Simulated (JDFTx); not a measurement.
# Au (Fm-3m) in JDFTx: further runs

Runs on Au. Level: LDA. Tasks: equation of state.

All numbers are computed with JDFTx 1.7.0 (patched build); they aren't measurements. Logs are shortened: lines on timing, memory, paths and dates and some standing lists are left out, and cuts for length are marked. The log counts tension as positive stress, the text compression.

**What was measured.**

From “Exploring toroidal anvil profiles for larger sample volumes above 4 Mbar”, 2024, pmc:11102561, for a bulk crystal of Au: bulk modulus 167 GPa.

The results are compared with them further down.

**1. The crystal as given**

The structure is cubic, space group Fm-3m (No. 225). Conventional cell: a = 4.070 Å, b = 4.070 Å, c = 4.070 Å, α = 90.00°, β = 90.00°, γ = 90.00°. Au (site symmetry m-3m) has 12 Au at 2.88 Å as nearest neighbours.

**2. Equation of state, LDA, 15.84 Å³/atom (volume scaled by 0.94)**

Contents of Au.in:

```
lattice Face-Centered Cubic 7.5341783060
coords-type Lattice
ion Au     0.0000000000     0.0000000000     0.0000000000 1

ion-species pseudo/Au.upf
elec-cutoff 32
elec-ex-corr lda-PW
kpoint-folding 11 11 11
elec-smearing Fermi 0.0018374661
elec-n-bands 15
electronic-SCF nIterations 100 energyDiffThreshold 1e-09
electronic-minimize nIterations 30 energyDiffThreshold 1e-7
forces-output-coords Cartesian

dump-name run.$VAR
dump End Ecomponents EigStats BandEigs Kpoints Forces Stress
```

Potentials or basis: PseudoDojo-SR-LDA-0.4.1-standard with smoothed tails.

Launch:

```
> jdftx -c 1 -i Au.in -o Au.out
```

What it wrote:

```text
*************** JDFTx 1.7.0 (patched build) ***************

Input parsed successfully to the following command list (including defaults):
[... the input with its defaults ...]

---------- Setting up symmetries ----------

Found 48 point-group symmetries of the bravais lattice
Found 48 space-group symmetries with basis
Applied RMS atom displacement 0 bohrs to make symmetries exact.

---------- Initializing the Grid ----------
R =
[            0      3.76709      3.76709  ]
[      3.76709            0      3.76709  ]
[      3.76709      3.76709            0  ]
unit cell volume = 106.917
G =
[  -0.833958   0.833958   0.833958  ]
[   0.833958  -0.833958   0.833958  ]
[   0.833958   0.833958  -0.833958  ]
Minimum fftbox size, Smin = [  28  28  28  ]
Chosen fftbox size, S = [  28  28  28  ]

---------- Exchange Correlation functional ----------
Initalized Slater LDA exchange.
Initalized Perdew-Wang LDA correlation.

---------- Setting up pseudopotentials ----------
Width of ionic core gaussian charges (only for fluid interactions / plotting) set to 0

Reading pseudopotential file 'pseudo/Au.upf':
  'Au' pseudopotential, 'SLA  PW   NOGX NOGC' functional
  Generated using ONCVPSP code by D. R. Hamann
  19 valence electrons, 4 orbitals, 7 projectors, 1001 radial grid points, with lMax = 3
    5S    l: 0   occupation:  2.0   eigenvalue: -3.997499
    5P    l: 1   occupation:  6.0   eigenvalue: -2.207187
    5D    l: 2   occupation: 10.0   eigenvalue: -0.261501
    6S    l: 0   occupation:  1.0   eigenvalue: -0.223540
  Core radius for overlap checks: 1.57 bohrs.

Initialized 1 species with 1 total atoms.

Folded 1 k-points by 11x11x11 to 1331 k-points.

---------- Setting up k-points, bands, fillings ----------
Reduced to 56 k-points under symmetry.
Computing the number of bands and number of electrons
Calculating initial fillings.
nElectrons:  19.000000   nBands: 15   nStates: 56

----- Setting up reduced wavefunction bases (one per k-point) -----
average nbasis = 924.415 , ideal nbasis = 924.414

---------- Setting up ewald sum ----------
Optimum gaussian width for ewald sums = 1.920473 bohr.
Real space sum over 2197 unit cells with max indices [  6  6  6  ]
Reciprocal space sum over 2197 terms with max indices [  6  6  6  ]

---------- Allocating electronic variables ----------
Initializing wave functions:  linear combination of atomic orbitals
Note: number of bands (15) exceeds available atomic orbitals (10)
Au pseudo-atom occupations:   s ( 2 1 )  p ( 6 )  d ( 10 )
	FillingsUpdate:  mu: +0.813615285  nElectrons: 19.000000
LCAOMinimize: Iter:   0  F: -138.1643395669048857  |grad|_K:  1.797e-03  alpha:  1.000e+00
	FillingsUpdate:  mu: +0.826678104  nElectrons: 19.000000
LCAOMinimize: Iter:   1  F: -138.1744889217743832  |grad|_K:  4.601e-05  alpha:  5.343e-01  linmin:  4.418e-01  cgtest: -8.844e-01
	FillingsUpdate:  mu: +0.826674600  nElectrons: 19.000000
[... 8 lines of inner loops ...]
	FillingsUpdate:  mu: +0.826345443  nElectrons: 19.000000
LCAOMinimize: Iter:   5  F: -138.1744972710090451  |grad|_K:  3.310e-09  alpha:  1.196e-01  linmin: -3.686e-01  cgtest:  9.991e-01
LCAOMinimize: Encountered beta<0, resetting CG.
LCAOMinimize: Converged (|Delta F|<1.000000e-06 for 2 iters).

-------- Electronic minimization -----------
Will mix electronic density at each iteration.
	FillingsUpdate:  mu: +0.826345443  nElectrons: 19.000000
	FillingsUpdate:  mu: +0.820001786  nElectrons: 19.000000
SCF: Cycle:  0   F: -138.188081587896420   dF: -1.358e-02   |Residual|: 2.028e-02   |deigs|: 5.009e-01
	FillingsUpdate:  mu: +0.821727097  nElectrons: 19.000000
SCF: Cycle:  1   F: -138.188377769856942   dF: -2.962e-04   |Residual|: 6.767e-03   |deigs|: 7.363e-03
	FillingsUpdate:  mu: +0.821945608  nElectrons: 19.000000
SCF: Cycle:  2   F: -138.188384814828794   dF: -7.045e-06   |Residual|: 2.323e-03   |deigs|: 8.059e-04
	FillingsUpdate:  mu: +0.821801725  nElectrons: 19.000000
SCF: Cycle:  3   F: -138.188385765691578   dF: -9.509e-07   |Residual|: 4.662e-04   |deigs|: 3.558e-04
	FillingsUpdate:  mu: +0.821877483  nElectrons: 19.000000
SCF: Cycle:  4   F: -138.188385896143757   dF: -1.305e-07   |Residual|: 2.925e-04   |deigs|: 2.107e-04
	FillingsUpdate:  mu: +0.821852330  nElectrons: 19.000000
SCF: Cycle:  5   F: -138.188385973029426   dF: -7.689e-08   |Residual|: 4.060e-05   |deigs|: 1.307e-04
	FillingsUpdate:  mu: +0.821851949  nElectrons: 19.000000
SCF: Cycle:  6   F: -138.188385978289887   dF: -5.260e-09   |Residual|: 1.374e-05   |deigs|: 6.192e-05
	FillingsUpdate:  mu: +0.821852370  nElectrons: 19.000000
SCF: Cycle:  7   F: -138.188385979528817   dF: -1.239e-09   |Residual|: 1.364e-05   |deigs|: 3.897e-05
	FillingsUpdate:  mu: +0.821850954  nElectrons: 19.000000
SCF: Cycle:  8   F: -138.188385980100691   dF: -5.719e-10   |Residual|: 4.631e-06   |deigs|: 1.096e-04
	FillingsUpdate:  mu: +0.821850398  nElectrons: 19.000000
SCF: Cycle:  9   F: -138.188385980121325   dF: -2.063e-11   |Residual|: 1.276e-05   |deigs|: 4.601e-05
SCF: Converged (|Delta E|<1.000000e-09 for 2 iters).

Setting wave functions to eigenvectors of Hamiltonian

# Stress tensor in Cartesian coordinates [Eh/a0^3]:
[ -0.000262178            0            0  ]
[            0 -0.000262178            0  ]
[            0            0 -0.000262178  ]

# Ionic positions in lattice coordinates:
ion Au   0.000000000000000   0.000000000000000   0.000000000000000 1

# Forces in Cartesian coordinates:
force Au   0.000000000000000  -0.000000000000000  -0.000000000000000 1

# Energy components:
   Eewald =     -109.8417864252682676
       EH =       24.6210564423219260
     Eloc =      -81.9971075501160698
      Enl =        2.2626837160734179
      Exc =      -25.1777881880486447
 Exc_core =        9.3650703521540475
       KE =       42.5795687741430697
-------------------------------------
     Etot =     -138.1883028787405294
       TS =        0.0000831013807989
-------------------------------------
        F =     -138.1883859801213248

IonicMinimize: Iter:   0  F: -138.188385980121325  |grad|_K:  0.000e+00
IonicMinimize: Converged (|grad|_K<1.000000e-04).

#--- Lowdin population analysis ---
# oxidation-state Au +0.166

Dumping 'run.eigStats' ...
	eMin: -3.072066 at state 0 ( [ +0.000000 +0.000000 +0.000000 ] spin 0 )
	HOMO: +0.818869 at state 26 ( [ +0.000000 +0.272727 +0.454545 ] spin 0 )
	mu  : +0.821850
	LUMO: +0.824153 at state 11 ( [ +0.000000 +0.090909 -0.454545 ] spin 0 )
	eMax: +1.789659 at state 6 ( [ +0.000000 +0.090909 +0.090909 ] spin 0 )
	HOMO-LUMO gap: +0.005285
	Optical gap  : +0.066521 at state 34 ( [ +0.000000 +0.454545 +0.454545 ] spin 0 )
Done!
[note: the HOMO, LUMO and gaps printed at the end count levels as full or empty at half filling, so they show a gap where a level is partly filled]
```

Wall time 13 s (1 thread of Intel Xeon 6975P-C (Granite Rapids), shared host); peak memory 0.07 GiB.

Results:

```
Free energy            : -3760.2975 eV
Band gap on the k mesh : none (metal or under the smearing width)
```

Caveat: the cutoff is too short for stress, so the log's stress isn't used.

**3. Equation of state, LDA, 16.18 Å³/atom (volume scaled by 0.96)**

Au.in: that of step 2 with these lines changed.

```diff
@@ -1,2 +1,2 @@
-lattice Face-Centered Cubic 7.5341783060
+lattice Face-Centered Cubic 7.5872376479
 coords-type Lattice
@@ -15,2 +15,2 @@
 dump-name run.$VAR
-dump End Ecomponents EigStats BandEigs Kpoints Forces Stress
+dump End Ecomponents EigStats BandEigs Kpoints Forces Stress ElecDensity Dtot KEdensity
```

Potentials or basis: PseudoDojo-SR-LDA-0.4.1-standard with smoothed tails.

Launch:

```
> jdftx -c 1 -i Au.in -o Au.out
```

Wall time 15 s (1 thread of Intel Xeon 6975P-C (Granite Rapids), shared host); peak memory 0.07 GiB.

The run converged. Its results:

```yaml
Free_energy: -3760.3123 eV
Band_gap_on_the_k_mesh: none (metal or under the smearing width)
```

Caveat: the cutoff is too short for stress, so the log's stress isn't used.

**4. Equation of state, LDA, 16.52 Å³/atom (volume scaled by 0.98)**

Au.in: that of step 3 with these lines changed.

```diff
@@ -1,2 +1,2 @@
-lattice Face-Centered Cubic 7.5872376479
+lattice Face-Centered Cubic 7.6395650786
 coords-type Lattice
```

Launch:

```
> jdftx -c 1 -i Au.in -o Au.out
```

Wall time 14 s (1 thread of Intel Xeon 6975P-C (Granite Rapids), shared host); peak memory 0.07 GiB.

The run converged. Its results:

| Property | Result |
| --- | --- |
| Free energy | -3760.3173 eV |
| Band gap on the k mesh | none (metal or under the smearing width) |

Caveat: the cutoff is too short for stress, so the log's stress isn't used.

**5. Equation of state, LDA, 16.85 Å³/atom**

Au.in: that of step 4 with these lines changed.

```diff
@@ -1,2 +1,2 @@
-lattice Face-Centered Cubic 7.6395650786
+lattice Face-Centered Cubic 7.6911853272
 coords-type Lattice
```

Launch:

```
> jdftx -c 1 -i Au.in -o Au.out
```

Wall time 13 s (1 thread of Intel Xeon 6975P-C (Granite Rapids), shared host); peak memory 0.07 GiB.

It converged, with:

- Free energy: -3760.3138 eV
- Band gap on the k mesh: none (metal or under the smearing width)

Caveat: the cutoff is too short for stress, so the log's stress isn't used.

**6. Equation of state, LDA, 17.19 Å³/atom (volume scaled by 1.02)**

Au.in: that of step 5 with these lines changed.

```diff
@@ -1,2 +1,2 @@
-lattice Face-Centered Cubic 7.6911853272
+lattice Face-Centered Cubic 7.7421218140
 coords-type Lattice
```

Potentials or basis: PseudoDojo-SR-LDA-0.4.1-standard with smoothed tails.

Launch:

```
> jdftx -c 1 -i Au.in -o Au.out
```

Wall time 15 s (1 thread of Intel Xeon 6975P-C (Granite Rapids), shared host); peak memory 0.07 GiB.

The run converged. Its results:

```yaml
Free_energy: -3760.3030 eV
Band_gap_on_the_k_mesh: none (metal or under the smearing width)
```

Caveat: the cutoff is too short for stress, so the log's stress isn't used.

**7. Equation of state, LDA, 17.53 Å³/atom (volume scaled by 1.04)**

Au.in: that of step 6 with these lines changed.

```diff
@@ -1,2 +1,2 @@
-lattice Face-Centered Cubic 7.7421218140
+lattice Face-Centered Cubic 7.7923967409
 coords-type Lattice
```

Launch:

```
> jdftx -c 1 -i Au.in -o Au.out
```

It took 14 s on 1 thread of Intel Xeon 6975P-C (Granite Rapids), shared host; peak memory 0.07 GiB.

It converged, with:

| Property | Result |
| --- | --- |
| Free energy | -3760.2855 eV |
| Band gap on the k mesh | none (metal or under the smearing width) |

Caveat: the cutoff is too short for stress, so the log's stress isn't used.

**8. Equation of state, LDA, 17.87 Å³/atom (volume scaled by 1.06)**

Au.in: that of step 7 with these lines changed.

```diff
@@ -1,2 +1,2 @@
-lattice Face-Centered Cubic 7.7923967409
+lattice Face-Centered Cubic 7.8420311792
 coords-type Lattice
```

Launch:

```
> jdftx -c 1 -i Au.in -o Au.out
```

Run time: 12 s. Hardware: 1 thread of Intel Xeon 6975P-C (Granite Rapids), shared host; peak memory 0.07 GiB.

It converged, with:

```yaml
Free_energy: -3760.2627 eV
Band_gap_on_the_k_mesh: none (metal or under the smearing width)
```

Caveat: the cutoff is too short for stress, so the log's stress isn't used.

**9. Equation of state, LDA**

Potentials or basis: PseudoDojo-SR-LDA-0.4.1-standard with smoothed tails.

This step only gathers the single runs of the series.

What came out:

```yaml
Equilibrium_volume: 16.54 Å³/atom
Bulk_modulus: 196 GPa
Pressure_derivative_of_the_bulk_modulus: 5.7
```

Energy against volume, from the lowest point:
| volume (Å³/atom) | energy (meV/atom) |
| --- | --- |
| 15.843 | 19.73 |
| 16.181 | 5.01 |
| 16.518 | 0.00 |
| 16.855 | 3.47 |
| 17.192 | 14.29 |
| 17.529 | 31.78 |
| 17.866 | 54.61 |

The run has no spin-orbit coupling, so splittings on Au are missing. LDA usually gives volumes a few per cent too small.

**10. The reference run**

An earlier run on the cell as given: functional PBEsol; potentials or basis PseudoDojo-SR-PBEsol-0.4.1-standard with smoothed tails; cutoff 1034 eV; density cutoff 4136 eV; k mesh 11 × 11 × 11; occupations fermi-dirac, width 0.05 eV; no spin polarisation.

- Pressure: 1.2 GPa
- Band gap on the k mesh: none (metal or under the smearing width)

**11. How close it comes**

Step 9. Measured bulk modulus of Au: 167 GPa (quoted in “Exploring toroidal anvil profiles for larger sample volumes above 4 Mbar”, 2024, pmc:11102561). This calculation gives 196 GPa (+17.3 %). The fit is for a static lattice scaled at fixed shape and fixed fractional positions.
